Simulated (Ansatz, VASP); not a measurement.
Cd in VASP and in Ansatz

```
Cd
1.0
     1.46885   -4.27645    0.00000
     1.46885    4.27645    0.00000
    -0.12474    0.00000    3.53664
Cd
2
Cartesian
  1.4377 -3.1560 0.8842
  1.3753 3.1560 2.6525
```

Alike in both runs: task relaxation of cell and atoms; functional PBE; k mesh 6 × 6 × 6; occupations gaussian, width 0.1 eV; no spin polarisation.

|  | VASP | Ansatz |
| --- | --- | --- |
| version | VASP 6.6.1 | Ansatz 0.2.0 |
| potentials or method | VASP PAW PBE potentials, release 64 (Cd) | scalar-relativistic, plane waves, PAW |
| plane-wave cutoff (eV) | 600 | 420 |
| valence electrons in the cell | 24 | 40 |

Ansatz gave:

| Quantity | Value |
| --- | --- |
| gap on the k mesh at the Fermi level, each at its own relaxed structure (eV) | none |
| relaxed volume (Å³/atom) | 23.94 |
| relaxed cell length with the largest relative difference (Å) | 3.211 |
| energy change over the relaxation (meV/atom) | -76 |

Problem. What did VASP give for the same quantities?

Solution. gap on the k mesh at the Fermi level, each at its own relaxed structure (eV): none; relaxed volume (Å³/atom): 24.16; relaxed cell length with the largest relative difference (Å): 3.132; energy change over the relaxation (meV/atom): -81.

A gap of «none» marks a metal or a gap that the smearing closes. The two sets of potentials don't hold the same shells in valence.

Caveats: the k mesh is coarse (spacing up to 0.38 Å⁻¹), so the values aren't converged.
